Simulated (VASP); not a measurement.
Write the native input for VASP 6.6.1 that does the following.

```yaml
Task: relaxation of cell and atoms
Functional: PBEsol
Potentials_or_basis: VASP PAW PBE potentials, release 64 (Ga_d, O)
Cutoff: 600 eV
k_mesh: 7 × 7 × 7
Occupations: gaussian, width 0.03 eV
Spin: no spin polarisation
Further_INCAR_settings: ALGO = Normal; EDIFF = 1e-06; IBRION = 2; EDIFFG = -0.01; NSW = 90; ISIF = 3
```

The structure of Ga2O3 lies in POSCAR:

```
Ga2O3
1.0
    2.4997250000      1.4432169017      4.5003166667
   -2.4997250000      1.4432169017      4.5003166667
    0.0000000000     -2.8864338033      4.5003166667
Ga O
4 6
Direct
    0.3559600000      0.3559600000      0.3559600000
    0.1440400000      0.1440400000      0.1440400000
    0.6440400000      0.6440400000      0.6440400000
    0.8559600000      0.8559600000      0.8559600000
    0.5526000000      0.9474000000      0.2500000000
    0.2500000000      0.5526000000      0.9474000000
    0.9474000000      0.2500000000      0.5526000000
    0.4474000000      0.0526000000      0.7500000000
    0.7500000000      0.4474000000      0.0526000000
    0.0526000000      0.7500000000      0.4474000000
```

These files were run (other wordings do the same):

INCAR

```
  ALGO = Normal
  EDIFF = 1E-6
  EDIFFG = -0.01
  ENCUT = 600
  GGA = PS
  IBRION = 2
  ISIF = 3
  ISMEAR = 0
  KPAR = 2
  LASPH = T
  LCHARG = F
  LREAL = F
  LWAVE = F
  NELM = 80
  NSW = 90
  PREC = Accurate
  SIGMA = 0.03
```

KPOINTS

```
k-points
0
Gamma
  7 7 7
```

Potentials or basis: VASP PAW PBE potentials, release 64 (Ga_d, O).

The run is started by

```bash
$ cat potpaw_PBE.64/Ga_d/POTCAR potpaw_PBE.64/O/POTCAR > POTCAR
$ mpirun -np 2 vasp_std > vasp.out
```

It gave:

* Relaxed volume: 9.72 Å³/atom
* Relaxed cell: a = 5.335 Å, b = 5.335 Å, c = 5.335 Å, α = 55.93°, β = 55.93°, γ = 55.93°
* Space group after relaxing (to 0.05 Å): R-3c (No. 167)
* Energy gained by relaxing: 0.1 meV/atom
* Ionic steps: 5
* Pressure after relaxing: 0.0 GPa
* Largest force after relaxing: 0.007 eV/Å
* Band gap on the k mesh: 2.69 eV, indirect (least direct gap 2.94 eV)

Caveat: the PAW data sets were made with another functional, which shifts forces and pressure a little; an odd mesh through Γ misses points on the zone boundary, where band edges often lie.

It took 4.9 min on 2 MPI ranks on Intel(R) Xeon(R) 6975P-C (Granite Rapids) (shared host), peak memory 0.43 GiB a rank.
